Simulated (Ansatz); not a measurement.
## Si3N4: what a change does to the field gradients

Base: a structure deposited in the COD, whose atoms a relaxation with PBE at fixed cell left in place.

```xyz
14
Lattice="-3.2374 3.2374 3.2374 3.2374 -3.2374 3.2374 3.2374 3.2374 -3.2374" Properties=species:S:1:pos:R:3 pbc="T T T"
Si    2.4280    3.2374   -1.6187
Si   -1.6187    2.4280    3.2374
Si    0.8093    3.2374    1.6187
Si    1.6187    0.8093    3.2373
Si    3.2374   -1.6187    2.4280
Si    3.2374    1.6187    0.8093
N     1.8220    1.8220    1.8220
N     0.2033   -0.2033    3.0340
N     1.4154    4.6527   -1.4154
N     3.0340    0.2033   -0.2033
N    -1.4154    1.4154    4.6527
N     0.2033    0.2033    0.2033
N     4.6527   -1.4154    1.4154
N    -0.2033    3.0340    0.2033
```

Atoms are numbered from 1 in the order listed; like atoms form one site, named after its first atom.

Method: Kohn–Sham DFT in Ansatz, PBE, plane waves and PAW, scalar-relativistic, 420 eV cutoff, Γ-centred 6×6×6 k-points, Fermi–Dirac smearing 0.02 eV.

Problem. Variant: z stretched by 2 %, ions relaxed. What happens to the gradients (10²¹ V/m²)?

Solution. 

```json
{"site": "Si1", "atoms": "1, 2, 3, 4", "V_zz base": "-0.10", "η base": "0.00", "V_zz variant": "-0.060", "η variant": "0.55"}
{"site": "Si5", "atoms": "5, 6", "V_zz base": "-0.10", "η base": "0.00", "V_zz variant": "-0.50", "η variant": "0.00"}
{"site": "N", "atoms": "7, 8, 9, 10, 11, …", "V_zz base": "-5.77", "η base": "0.00", "V_zz variant": "-5.93", "η variant": "0.05"}
```

The largest change of V_zz along a kept axis is on Si5, from -0.10 to -0.50. In per cent, |V_zz| changes by +3 on N (all sites that start above 0.5). On Si1 the largest principal value lies along another axis in the second run, so the two V_zz can't be compared directly. The number of symmetry-distinct sites goes from 2 to 3.
